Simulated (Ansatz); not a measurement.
Input and command of a plane-wave DFT calculation in Ansatz:

```yaml
crystal:
  lattice:
    - [-4.7738611784, -2.7561900364, 4.3382851459]
    - [4.7738611784, -2.7561900364, 4.3382851459]
    - [0.0, 5.5123800729, 4.3382851459]
  atoms:
    - { symbol: Al, position: [0.1379730815, 0.1379730815, 0.1379730815] }
    - { symbol: Al, position: [0.6428665977, 0.6475327531, 0.1486841533] }
    - { symbol: Al, position: [0.6475327531, 0.1486841533, 0.6428665977] }
    - { symbol: Al, position: [0.1486841533, 0.6428665977, 0.6475327531] }
    - { symbol: Al, position: [0.3471833153, 0.3471833153, 0.3471833153] }
    - { symbol: Al, position: [0.8487848904, 0.8518691049, 0.3556120834] }
    - { symbol: Al, position: [0.8518691049, 0.3556120834, 0.8487848904] }
    - { symbol: Al, position: [0.3556120834, 0.8487848904, 0.8518691049] }
    - { symbol: Al, position: [0.6528166847, 0.6528166847, 0.6528166847] }
    - { symbol: Al, position: [0.1512151096, 0.1481308951, 0.6443879166] }
    - { symbol: Al, position: [0.1481308951, 0.6443879166, 0.1512151096] }
    - { symbol: Al, position: [0.6443879166, 0.1512151096, 0.1481308951] }
    - { symbol: Al, position: [0.8620269185, 0.8620269185, 0.8620269185] }
    - { symbol: Al, position: [0.3571334023, 0.3524672469, 0.8513158467] }
    - { symbol: Al, position: [0.3524672469, 0.8513158467, 0.3571334023] }
    - { symbol: Al, position: [0.8513158467, 0.3571334023, 0.3524672469] }
    - { symbol: O, position: [0.4102453385, 0.5940497054, 0.7492208486] }
    - { symbol: O, position: [0.8981947322, 0.106649576, 0.7171126959] }
    - { symbol: O, position: [0.9000626694, 0.6043138432, 0.252831983] }
    - { symbol: O, position: [0.3994653383, 0.0956951312, 0.2501790062] }
    - { symbol: O, position: [0.4059502946, 0.2507791514, 0.5897546615] }
    - { symbol: O, position: [0.9043048688, 0.7498209938, 0.6005346617] }
    - { symbol: O, position: [0.893350424, 0.2828873041, 0.1018052678] }
    - { symbol: O, position: [0.3956861568, 0.747168017, 0.0999373306] }
    - { symbol: O, position: [0.5940497054, 0.7492208486, 0.4102453385] }
    - { symbol: O, position: [0.0956951312, 0.2501790062, 0.3994653383] }
    - { symbol: O, position: [0.106649576, 0.7171126959, 0.8981947322] }
    - { symbol: O, position: [0.6043138432, 0.252831983, 0.9000626694] }
    - { symbol: O, position: [0.7492208486, 0.4102453385, 0.5940497054] }
    - { symbol: O, position: [0.252831983, 0.9000626694, 0.6043138432] }
    - { symbol: O, position: [0.2501790062, 0.3994653383, 0.0956951312] }
    - { symbol: O, position: [0.7171126959, 0.8981947322, 0.106649576] }
    - { symbol: O, position: [0.2507791514, 0.5897546615, 0.4059502946] }
    - { symbol: O, position: [0.747168017, 0.0999373306, 0.3956861568] }
    - { symbol: O, position: [0.7498209938, 0.6005346617, 0.9043048688] }
    - { symbol: O, position: [0.2828873041, 0.1018052678, 0.893350424] }
    - { symbol: O, position: [0.5897546615, 0.4059502946, 0.2507791514] }
    - { symbol: O, position: [0.1018052678, 0.893350424, 0.2828873041] }
    - { symbol: O, position: [0.0999373306, 0.3956861568, 0.747168017] }
    - { symbol: O, position: [0.6005346617, 0.9043048688, 0.7498209938] }
    - { symbol: O, position: [0.0, 0.0, 0.0] }
  host:
    lattice:
      - [2.3869305892, 1.3780950182, 4.3382851459]
      - [-2.3869305892, 1.3780950182, 4.3382851459]
      - [0.0, -2.7561900364, 4.3382851459]
    atoms:
      - { symbol: Al, position: [0.1479209717, 0.1479209717, 0.1479209717] }
      - { symbol: Al, position: [0.3520790283, 0.3520790283, 0.3520790283] }
      - { symbol: Al, position: [0.6479209717, 0.6479209717, 0.6479209717] }
      - { symbol: Al, position: [0.8520790283, 0.8520790283, 0.8520790283] }
      - { symbol: O, position: [0.9441401458, 0.5558598542, 0.25] }
      - { symbol: O, position: [0.4441401458, 0.75, 0.0558598542] }
      - { symbol: O, position: [0.5558598542, 0.25, 0.9441401458] }
      - { symbol: O, position: [0.25, 0.9441401458, 0.5558598542] }
      - { symbol: O, position: [0.75, 0.0558598542, 0.4441401458] }
      - { symbol: O, position: [0.0558598542, 0.4441401458, 0.75] }
total_charge: -2
basis:
  ecutwfc: 420
  xc_grid: 2
kpoints:
  mp_grid: { grid: [2, 2, 2], shift: [0.5, 0.5, 0.5] }
hamiltonian:
  xc: pbesol
scf:
  occupations: { method: gaussian, width: 0.01 }
output:
  forces: true
  stress: false
  eigenvalues: true
  charged_corrections:
    defect_position: [0.0, 0.0, 0.0]
    epsilon: [[9.717, 0.0, 0.0], [0.0, 9.717, 0.0], [0.0, 0.0, 11.8055]]
  write_density: true
  write_potential: true
  elf: true
  volumetric_format: npy
relax:
  adjacent_minimum: "off"
  f_tol: 0.025
  max_steps: 45
```

```bash
ansatz run input.yaml --threads 4 --pin off --max-ram 10240MiB --backend cpu --events-out ev --progress --plain --runs-dir out
```

Processor: Intel(R) Xeon(R) Platinum 8488C (Sapphire Rapids), 4 threads, on a host shared with other jobs.

Q: Estimate time, memory and problem size.

A: About 10 s on 4 threads of Intel(R) Xeon(R) Platinum 8488C (Sapphire Rapids), with other jobs on the host, peak memory 0.87 GiB. It solves 141 bands at 2 k points (the mesh reduced by symmetry) with about 6681 plane waves, in 27 SCF iterations over 5 ionic steps.
